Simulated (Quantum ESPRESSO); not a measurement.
Here is a Quantum ESPRESSO 7.5 calculation.

pw.in

```
&CONTROL
  calculation = 'scf'
  prefix = 'pwscf'
  outdir = './tmp'
  pseudo_dir = './pseudo'
  tprnfor = .true.
  tstress = .true.
  disk_io = 'low'
/
&SYSTEM
  ibrav = 0
  celldm(1) = 8
  nat = 2
  ntyp = 1
  ecutwfc = 56
  ecutrho = 448
  nbnd = 20
  occupations = 'smearing'
  smearing = 'fd'
  degauss = 0.00367493
/
&ELECTRONS
  conv_thr = 4d-10
  electron_maxstep = 120
  mixing_beta = 0.5
/
ATOMIC_SPECIES
In   114.8180 in_pbesol_v1.4.uspp.F.UPF
CELL_PARAMETERS alat
  0.7878940913546   0.0000000000000   0.0000000000000
 -0.3939470456773   0.6823362986170   0.0000000000000
  0.0000000000000   0.0000000000000   1.3013464125276
ATOMIC_POSITIONS crystal
In     0.6666666667    0.3333333333    0.7500000000
In     0.3333333333    0.6666666667    0.2500000000
K_POINTS automatic
9 9 5 0 0 0
```

pp_density.in

```
&INPUTPP
  prefix = 'pwscf'
  outdir = './tmp'
  filplot = 'density.dat'
  plot_num = 0
/
&PLOT
  nfile = 1
  filepp(1) = 'density.dat'
  iflag = 3
  output_format = 6
  fileout = 'density.cube'
/
```

Contents of pp_potential.in:

```
&INPUTPP
  prefix = 'pwscf'
  outdir = './tmp'
  filplot = 'potential.dat'
  plot_num = 11
/
&PLOT
  nfile = 1
  filepp(1) = 'potential.dat'
  iflag = 3
  output_format = 6
  fileout = 'potential.cube'
/
```

Potentials or basis: GBRV 1.5 PBEsol.

Command:

```sh
$ OMP_NUM_THREADS=1 mpirun -n 2 pw.x -nk 2 -in pw.in > pw.out
$ OMP_NUM_THREADS=1 mpirun -n 1 pp.x -in pp_density.in > pp_density.out
$ OMP_NUM_THREADS=1 mpirun -n 1 pp.x -in pp_potential.in > pp_potential.out
```

Question: What does it give for the pressure?

Answer: -1.6 GPa.

Question: What does it give for the band gap on the k mesh?

Answer: None (metal or under the smearing width).

Stress tensor (GPa, compression positive):
```
-1.50  0.00  0.00
 0.00 -1.50  0.00
 0.00  0.00 -1.73
```
